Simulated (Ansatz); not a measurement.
## TiO₂, space group R-3m: a calculation of the dielectric tensor and Born charges, step by step

Computed with Ansatz 0.2.0 through its Python package.

Typed at the interpreter:
```pycon
>>> import ansatz as az
>>> import numpy as np
>>> FUNCTIONAL = "PBEsol"
>>> ECUT = 470
>>> MESH = (8, 8, 8)
>>> OCCUPATIONS = "fixed"
>>> system = (
...     az.Lattice.from_parameters(2.99466, 2.99466, 20.94463, alpha=90, beta=90, gamma=120)
...     .space_group(166)
...     .atom("Ti", [0.0, 0.0, 0.0])
...     .atom("O", [1 / 3, 2 / 3, 0.28713])
...     .primitive()
... )
>>> len(system.resolved().sites)
3
>>> # an insulator: whole occupations
>>> job = (
...     system.calculation()
...     .functional(FUNCTIONAL)
...     .pseudopotentials("paw")
...     .basis(ECUT)
...     .kpoints(mesh=MESH, center="gamma")  # sampling of the Brillouin zone
...     .occupations(OCCUPATIONS)  # whole-number filling, right only where there is a gap
...     .dielectric()
... )
>>> done = job.run(threads=1, pin="off")
>>> response = done.dielectric
>>> eps = np.asarray(response.eps_inf)
>>> print("eps_inf")
eps_inf
>>> np.round(eps, 3) + 0.0
array([[5.133, 0.   , 0.   ],
       [0.   , 5.133, 0.   ],
       [0.   , 0.   , 1.76 ]])
>>> for index, (site, z) in enumerate(zip(done.lattice.sites, response.zstar_e)):
...     print("Born charge tensor of", site.symbol, index)
...     print(np.round(z, 3) + 0.0)
...
Born charge tensor of Ti 0
[[7.026 0.    0.   ]
 [0.    7.026 0.   ]
 [0.    0.    1.208]]
Born charge tensor of O 1
[[-3.513  0.     0.   ]
 [ 0.    -3.513  0.   ]
 [ 0.     0.    -0.604]]
Born charge tensor of O 2
[[-3.513  0.     0.   ]
 [ 0.    -3.513  0.   ]
 [ 0.     0.    -0.604]]
>>> print(f"charge neutrality missed by {response.zstar_sum_residual_pre_e:.4f} e before the sum rule")
charge neutrality missed by 0.0017 e before the sum rule
```

What to keep in mind:
- No spin polarisation was allowed.
- Under fixed occupations the level called the Fermi level is the highest filled one on the SCF mesh; off the mesh a filled band can lie a little above it.
- Averages over directions belong to no single polarisation, least of all in layered crystals.
- The structure comes from a database of computed cells and needn't be a stable or known phase.
- This is the electronic (clamped-ion) response; a semilocal gap that is too small tends to raise it. The typed mesh is that of the SCF; the response is solved on denser meshes that the run picks.
- Wall time of the script: 3.1 min on 1 thread of Arm Neoverse V1 (shared host), peak memory 1 GiB.
